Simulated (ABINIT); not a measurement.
Planning a run of ABINIT 10.8.3 on GaN (F-43m). The input:

```
acell 3*1.0 Angstrom
rprim 
  0.000000000000 2.253500607500 2.253500607500
  2.253500607500 0.000000000000 2.253500607500
  2.253500607500 2.253500607500 0.000000000000
ntypat 2
znucl 31 7
natom 2
typat 1 2
xred 
  0.000000000000 0.000000000000 0.000000000000
  0.750000000000 0.750000000000 0.750000000000
pp_dirpath "pseudos"
pseudos "Ga.upf, N.upf"
ecut 36
ngkpt 6 6 6
nshiftk 1
shiftk 0 0 0
kptopt 1
chksymbreak 0
istwfk *1
occopt 1
irdwfk 1
optdriver 3
nband 26
ecuteps 11.2
inclvkb 2
awtr 1
symchi 1
gwcomp 1
gwencomp 3
indata_prefix "in"
outdata_prefix "out"
tmpdata_prefix "tmp"
```

```sh
OMP_NUM_THREADS=1 mpirun -n 4 abinit run.abi > log
```

Question: How long will it take on 4 MPI ranks of AMD EPYC 9R45, shared host, and how much memory?

It took 50 s; on shared hardware allow 25 s to 1.7 min. Peak host memory was 0.62 GiB.

[Paths, hosts, dates, memory and timing lines, banners, echoed tables and standing remarks are left out of the program output.]

[Logs are printed without paths, hosts, clocks, repeated set-up lines and the standing remarks that a program may print on its own settings, such as how far it seeks lower states.]

[Runs of the session that timed out or met a known fault of the program may be left out.]

[Hosts, paths, dates, database ids (printed as entryN), source tags and the programs' standing remarks are cut or masked in the printed files.]

[G0W0 gaps are taken among the corrected bands and points alone; a level outside them can change the order at an edge.]

[Where Ansatz stands beside ABINIT at settings called matched, ABINIT's density can come from a denser mesh and the files from another edition; pairs whose starting gaps differed by over 0.03 eV were left out, so agreement reads better than it is.]
